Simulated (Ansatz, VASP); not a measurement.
**Two plane-wave programs on Al**

```
Al
1.0
     2.85774    0.00000    0.00000
     0.00000    2.85774    0.00000
     0.00000    0.00000   27.12437
Al
7
Direct
  0.50000 0.50000 0.27546
  0.00000 0.00000 0.35158
  0.50000 0.50000 0.42556
  0.00000 0.00000 0.50000
  0.50000 0.50000 0.57444
  0.00000 0.00000 0.64842
  0.50000 0.50000 0.72454
```

Alike in both runs: functional PBE; k mesh 12 × 12 × 1; occupations gaussian, width 0.1 eV; no spin polarisation.

Ansatz relaxed the structure, and its values are those at the end. VASP's run is a single point on that final structure, the one shown.

|  | VASP | Ansatz |
| --- | --- | --- |
| version | VASP 6.6.1 | Ansatz 0.2.0 |
| potentials or method | VASP PAW PBE potentials, release 64 (Al) | scalar-relativistic, plane waves, PAW |
| plane-wave cutoff (eV) | 520 | 420 |
| valence electrons in the cell | 21 | 21 |

|  | VASP | Ansatz | Ansatz less VASP |
| --- | --- | --- | --- |
| gap on the k mesh at the Fermi level (eV) | none | none | - |
| work function, face that differs most (eV) | 4.23 | 4.23 | -0.002 |

A gap of «none» marks a metal or a gap that the smearing closes. Ansatz warned: «xc_potential_rough_in_thin_density».
